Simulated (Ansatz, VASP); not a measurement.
One calculation of SiC3, two programs

```
C Si
1.0
     2.79640    0.00000    0.00000
     0.00000    2.79640    0.00000
     0.00000    0.00000    4.09004
C Si
3 1
Cartesian
  1.3982 0.0000 3.2159
  1.3982 1.3982 0.0000
  0.0000 1.3982 0.8742
  0.0000 0.0000 2.0450
```

The cell was built by a generator and needn't be a form met in nature.

Alike in both runs: task single point; functional HSE06; k mesh 4 × 4 × 4; no spin polarisation.

```csv
,VASP,Ansatz
version,VASP 6.6.1,Ansatz 0.2.0
potentials or method,"VASP PAW PBE potentials, release 64 (C, Si)","plane waves, PAW"
plane-wave cutoff (eV),520,420
occupations,"gaussian, width 0.01 eV",fixed
valence electrons in the cell,16,16
```

VASP gave:

* gap on the k mesh at the Fermi level (eV): 2.62
* pressure (GPa): -3.2
* largest component of the traceless stress (GPa): 1.35
* rms of the force components (eV/Å): 0.097

**Question.** What did Ansatz give for the same quantities?

**Answer.** gap on the k mesh at the Fermi level (eV): 2.61; pressure (GPa): -2.9; largest component of the traceless stress (GPa): 1.25; rms of the force components (eV/Å): 0.116.

Atom by atom the forces differ by 0.019 eV/Å (rms over components). Ansatz warned: «stress_exchange_threshold_loose».

Caveats: the k mesh is coarse (spacing up to 0.56 Å⁻¹), so the values aren't converged, least of all with exact exchange; the PAW data sets were made with another functional, which shifts forces and pressure a little (VASP). A k mesh can miss the band edges.
